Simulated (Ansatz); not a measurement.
SnO2 (Cassiterite) under changes of volume

One of the cells (11.922 Å³/atom); the others are scaled copies at fixed shape and fractional positions:

```xyz
6
Lattice="4.7380 0.0000 0.0000 0.0000 4.7380 0.0000 0.0000 0.0000 3.1865" Properties=species:S:1:pos:R:3 pbc="T T T"
Sn    2.3690    2.3690    1.5933
Sn    0.0000    0.0000    0.0000
O     3.8240    0.9140    1.5933
O     3.2830    3.2830    0.0000
O     0.9140    3.8240    1.5933
O     1.4550    1.4550    0.0000
```

* Program: Ansatz 0.2.0
* Functional: PBE
* Potentials or basis: Ansatz NC
* Cutoff: 1240 eV (not typed: the program's choice for these potentials)
* k mesh: 6 × 6 × 8
* Occupations: fermi-dirac, width 0.05 eV
* Spin: no spin polarisation

```csv
volume (Å³/atom),energy over the lowest point (meV/atom),pressure (GPa),gap on the mesh (eV),largest force (eV/Å)
11.207,107.20,27.9,2.04,0.562
11.445,?,?,?,?
11.684,42.22,16.2,1.52,0.365
11.922,21.89,11.2,1.28,0.278
12.161,8.56,6.8,1.05,0.196
12.399,1.48,2.8,0.83,0.121
12.637,0.00,-0.7,0.62,0.051
```

Q: What does the run at 11.445 Å³/atom give?

A: Energy over the lowest point 70.35 meV/atom; pressure 21.7 GPa; gap on the mesh 1.77 eV; largest force 0.460 eV/Å.

Worked out: A Birch-Murnaghan fit of order 3 (a polynomial in V^(-2/3)) to the other rows has its minimum at 12.58 Å³/atom with B0 = V·E''(V) = 183 GPa and B' = 4.8 at fixed shape and positions, which overstates the stiffness. It gives 70.41 meV/atom at 11.445 Å³/atom, against the run's 70.35, and -dE/dV = 21.7 GPa, against 21.7. A straight line through the other rows of the gap, of slope -11.8 eV per unit of ln V (its deformation potential), gives 1.78 eV, against the run's 1.77.

Energies are extrapolated to zero smearing.

Caveats: spin-orbit coupling is left out, which moves the levels of the heavy elements.
